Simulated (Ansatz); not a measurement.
# InP: the cost of one run

Program: Ansatz 0.2.0. Level of theory: DFT LDA, scalar-relativistic, plane waves, PAW. These are calculated values, not measurements.

The COD entry's cell or inner coordinates are ideal or old and differ from later refinements, so a difference from it is no clean test against experiment.

17 further runs of the same task are left out: 17 set aside as unsound or not needed.

## (1) The starting structure

It takes space group F-43m (No. 216, cubic). The conventional cell has a = 5.827 Å, b = 5.827 Å, c = 5.827 Å, α = 90.00°, β = 90.00°, γ = 90.00°. Around In (site symmetry -43m) lie 4 P at 2.52 Å. P (site symmetry -43m) has 4 In at 2.52 Å as nearest neighbours.

Structure file:

```cif
data_structure
_symmetry_space_group_name_H-M 'P 1'
_symmetry_Int_Tables_number 1
_cell_length_a 4.1203
_cell_length_b 4.1203
_cell_length_c 4.1203
_cell_angle_alpha 60.000
_cell_angle_beta 60.000
_cell_angle_gamma 60.000
_cell_volume 49.46
loop_
_atom_site_label
_atom_site_type_symbol
_atom_site_fract_x
_atom_site_fract_y
_atom_site_fract_z
_atom_site_occupancy
In1 In 0.00000 0.00000 0.00000 1
P1 P 0.75000 0.75000 0.75000 1
```

This cell was relaxed beforehand with the same method: volume 24.73 Å³/atom, gap on the mesh 0.57 eV.

## (2) Plan of the line

The energy is mapped over volume and the cell's shape.

First coordinate, volume per atom: 7 values from 22.75 to 26.71 Å³. Second coordinate, c/a of the conventional cell: 7 values from 0.834 to 1.200.

Nothing else is relaxed (symmetry fixes all fractional coordinates). Energies count from the relaxed crystal. Points are written as (first, second).

## (3) Grid point (26.71 Å³, 0.834)

File input.yaml:

```yaml
crystal:
  lattice:
    - [0.0, 2.647632357, 3.1761424628]
    - [3.1761424628, 0.0, 3.1761424628]
    - [3.1761424628, 2.647632357, 0.0]
  atoms:
    - { symbol: In, position: [0.0, 0.0, 0.0] }
    - { symbol: P, position: [0.75, 0.75, 0.75] }
basis:
  ecutwfc: 420
kpoints:
  mp_grid: { grid: [12, 12, 12] }
hamiltonian:
  xc: lda
  pseudopotentials: { kind: paw, azcp: { folder: soft_1 } }
scf:
  occupations: { method: gaussian, width: 0.05 }
output:
  forces: true
  stress: true
  eigenvalues: true
```

The run is started by

```
> ansatz run input.yaml --threads 1 --pin off --max-ram 2048MiB --backend cpu --events-out ev --progress --plain --runs-dir out
```

**Question.** How long does this run take on 1 thread of Intel Xeon 6975P-C (Granite Rapids), shared host, and how much memory does it need?

About 7.4 s, with a peak of 0.45 GiB.
